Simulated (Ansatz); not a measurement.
**TiS2 (CdI2 type): how the settings move a single-point run**

Aim: see which settings change the result for TiS2 (CdI2 type), by how much, and at what cost.

Method: reference: DFT PBE, spin-orbit coupling, plane waves, PAW, unless a step's input says otherwise, in Ansatz 0.2.0.

3 further runs of the same task are left out: 1 for a known fault of the program, 1 that didn't finish, 1 set aside as unsound or not needed. Runs told in other sessions of the task aren't counted.

## Step 1: The system as given

It takes space group P-3m1 (No. 164, trigonal). The conventional cell has a = 3.413 Å, b = 3.413 Å, c = 6.468 Å, α = 90.00°, β = 90.00°, γ = 120.00°. Ti (site symmetry -3m) has 6 S at 2.43 Å in its first shell of neighbours. S (site symmetry 3m) is surrounded by 3 Ti at 2.43 Å.

Structure file:

```cif
data_structure
_symmetry_space_group_name_H-M 'P 1'
_symmetry_Int_Tables_number 1
_cell_length_a 3.4130
_cell_length_b 3.4130
_cell_length_c 6.4679
_cell_angle_alpha 90.000
_cell_angle_beta 90.000
_cell_angle_gamma 120.000
_cell_volume 65.25
loop_
_atom_site_label
_atom_site_type_symbol
_atom_site_fract_x
_atom_site_fract_y
_atom_site_fract_z
_atom_site_occupancy
Ti1 Ti 0.00000 0.00000 0.00000 1
S1 S 0.33333 0.66667 0.21964 1
S2 S 0.66667 0.33333 0.78036 1
```

## Step 2: Baseline

input.yaml reads:

```yaml
crystal:
  lattice:
    - [3.4129687387, 0.0, 0.0]
    - [-1.7064843693, 2.9557176301, 0.0]
    - [0.0, 0.0, 6.4679174893]
  atoms:
    - { symbol: Ti, position: [0.0, 0.0, 0.0] }
    - { symbol: S, position: [0.3333333333, 0.6666666667, 0.2196364634] }
    - { symbol: S, position: [0.6666666667, 0.3333333333, 0.7803635366] }
basis:
  ecutwfc: 420
  ecutrho_ratio: 4
kpoints:
  mp_grid: { grid: [12, 12, 6] }
  band_path:
    path:
      - [[0.0, 0.0, 0.0], [0.5, 0.0, 0.0], [0.33333333, 0.33333333, 0.0], [0.0, 0.0, 0.0], [0.0, 0.0, 0.5], [0.5, 0.0, 0.5], [0.33333333, 0.33333333, 0.5], [0.0, 0.0, 0.5]]
      - [[0.5, 0.0, 0.5], [0.5, 0.0, 0.0]]
      - [[0.33333333, 0.33333333, 0.5], [0.33333333, 0.33333333, 0.0]]
    npoints: 10
hamiltonian:
  xc: pbe
scf:
  occupations: { method: gaussian, width: 0.05 }
  n_extra_bands: 24
output:
  forces: true
  stress: true
  eigenvalues: true
  populations: true
  dos: { projected: true, de: 0.02, nscf_kmesh: { grid: [18, 18, 9] } }
  bader: false
  write_density: true
  write_potential: true
  elf: true
  volumetric_format: npy
magnetization:
  noncollinear: true
  spin_orbit: true
checkpoint:
  read: start.run
  write: ck
  compress: false
  write_wavefunctions: false
  write_every: 100000
```

The run is started by

```
> ansatz run input.yaml --threads 4 --pin off --max-ram 7168MiB --backend cpu --events-out ev --progress --plain --runs-dir out
```

## Step 3: Changing settings: ecutwfc 25.7 Ry, chi_scale 0.0

input.yaml reads:

```yaml
crystal:
  lattice:
    - [3.412968738737, -2.886750455762e-11, 0.0]
    - [-1.706484369343, 2.955717630083, 0.0]
    - [0.0, 0.0, 6.4679174893]
  atoms:
    - { symbol: Ti, position: [0.0, 0.0, 0.0] }
    - { symbol: S, position: [0.3333333333333, 0.6666666666667, 0.2196364634] }
    - { symbol: S, position: [0.6666666666667, 0.3333333333333, 0.7803635366] }
basis:
  ecutwfc: "25.7 Ry"
  ecutrho_ratio: 4
kpoints:
  mp_grid: { grid: [12, 12, 6] }
hamiltonian:
  xc: pbe
scf:
  occupations: { method: gaussian, width: 0.05 }
  initial_density: { chi_scale: 0.0 }
output:
  forces: true
  stress: true
magnetization:
  noncollinear: true
  spin_orbit: true
```

## Step 4: Variant: xc lda, accuracy medium

input.yaml reads:

```yaml
crystal:
  lattice:
    - [3.412968738737, -2.886750455762e-11, 0.0]
    - [-1.706484369343, 2.955717630083, 0.0]
    - [0.0, 0.0, 6.4679174893]
  atoms:
    - { symbol: Ti, position: [0.0, 0.0, 0.0] }
    - { symbol: S, position: [0.3333333333333, 0.6666666666667, 0.2196364634] }
    - { symbol: S, position: [0.6666666666667, 0.3333333333333, 0.7803635366] }
basis:
  ecutwfc: 420
  ecutrho_ratio: 4
kpoints:
  mp_grid: { grid: [12, 12, 6] }
hamiltonian:
  xc: lda
scf:
  occupations: { method: gaussian, width: 0.05 }
output:
  forces: true
  stress: true
magnetization:
  noncollinear: true
  spin_orbit: true
accuracy: medium
```

Before running it: what results should come out? Wanted: for each run, ending; energy change; pressure; gap; force.

As calculated:

| run | ending | energy change | pressure (GPa) | gap (eV) | force (eV/Å) | cycles | time |
| --- | --- | --- | --- | --- | --- | --- | --- |
| reference | converged | 0 | 0.0 | 0.00 | 0.01 | - | 73 s |
| 1: ecutwfc 25.7 Ry, chi_scale 0.0 | converged | +3.8 meV/atom | 0.0 | 0.00 | 0.01 | 10 | 6.8 s |
| 2: xc lda, accuracy medium | converged | not comparable | -5.5 | 0.00 | 0.44 | 9 | 7.8 s |

Times don't compare one to one where runs were asked for different outputs or read a saved state (see the inputs); cycles may leave out searches for a lower state.

Residual by cycle in the longest SCF loop of each run; runs are numbered as in the table. The quantity is the density residual dr2, in eV.

| cycle | reference | run 1 | run 2 |
| --- | --- | --- | --- |
| 1 | 2.1e-9 | 3.92 | 14.7 |
| 2 | 7.1e-10 | 2.86 | 2.45 |
| 3 | 1.0e-10 | 0.549 | 0.383 |
| 4 | - | 0.706 | 0.0464 |
| 5 | - | 0.0376 | 0.00745 |
| 6 | - | 0.00325 | 6.6e-4 |
| 7 | - | 4.2e-4 | 2.1e-6 |
| 8 | - | 7.7e-5 | 2.8e-7 |
| 9 | - | 1.5e-6 | 6.6e-8 |
| 10 | - | 3.5e-8 | - |

**Reading.** «ecutwfc 25.7 Ry, chi_scale 0.0» moves the energy by +3.8 meV/atom. Run 1 ran under the cutoff that the potentials recommend, as the log warns, so basis error is mixed into its values.
